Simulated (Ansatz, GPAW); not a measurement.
Given: the input of a run of GPAW 26.7.0 (ASE script) on InAs. 

Contents of run.py:

```python
from ase.dft.bandgap import bandgap
from ase.io import read, write
from ase.units import GPa
from gpaw import GPAW, PW

atoms = read('InAs.xyz')

calc = GPAW(mode=PW(600),
            xc='PBE',
            kpts={'size': (8, 8, 8), 'gamma': True},
            occupations={'name': 'methfessel-paxton', 'order': 0, 'width': 0.028999999999999998},
            nbands=18,
            convergence={'density': 1e-05, 'energy': 1e-05},
            maxiter=150,
            txt='gpaw.txt')
atoms.calc = calc
energy = atoms.get_potential_energy()
forces = atoms.get_forces()
stress = atoms.get_stress()
calc.write('gs.gpw')
write('result.traj', atoms)
print(f'Energy: {energy:.6f} eV')
print('Forces (eV/A):')
print(forces.round(4))
print('Stress (GPa):', (stress / GPa).round(3))
print('Fermi level:', round(calc.get_fermi_level(), 4), 'eV')
print(f'Gap: {bandgap(calc)[0]:.4f} eV, direct: {bandgap(calc, direct=True)[0]:.4f} eV')
```

File InAs.xyz:

```xyz
2
Lattice="0.0000000000 3.0180000000 3.0180000000 3.0180000000 0.0000000000 3.0180000000 3.0180000000 3.0180000000 0.0000000000" Properties=species:S:1:pos:R:3 pbc="T T T"
In     0.0000000000      0.0000000000      0.0000000000
As     4.5270000000      4.5270000000      4.5270000000
```

Potentials or basis: GPAW PAW data sets (gpaw-data 1.2.1), pw.

Launch:

```bash
$ OMP_NUM_THREADS=1 python run.py
```

Task: What does the same run look like in Ansatz 0.2.0? Potentials or basis there: all-electron LAPW, scalar-relativistic.

Result: As run (cutoffs and basis follow the program's own potentials, and thresholds, step limits or extra output files can differ):

input.yaml

```yaml
crystal:
  lattice:
    - [0.0, 3.018, 3.018]
    - [3.018, 0.0, 3.018]
    - [3.018, 3.018, 0.0]
  atoms:
    - { symbol: In, position: [0.0, 0.0, 0.0] }
    - { symbol: As, position: [0.75, 0.75, 0.75] }
kpoints:
  mp_grid: { grid: [8, 8, 8] }
scf:
  occupations: { method: gaussian, width: 0.029 }
hamiltonian:
  xc: pbe
  pseudopotentials: { kind: all_electron, lapw: { basis_error: 0.001 } }
output:
  forces: true
  stress: true
  eigenvalues: true
```

Potentials or basis: all-electron LAPW, scalar-relativistic.

The run is started by

```console
$ ansatz run input.yaml --threads 1 --pin off --max-ram 3072MiB --backend cpu --events-out ev --progress --plain --runs-dir out
```

Both were run:

|  | GPAW | Ansatz |
| --- | --- | --- |
| Pressure | 4.0 GPa | 4.3 GPa |

Where Ansatz's input types no cutoff or centring, it takes its own default and a Γ-centred mesh.

Pressure is positive in compression.
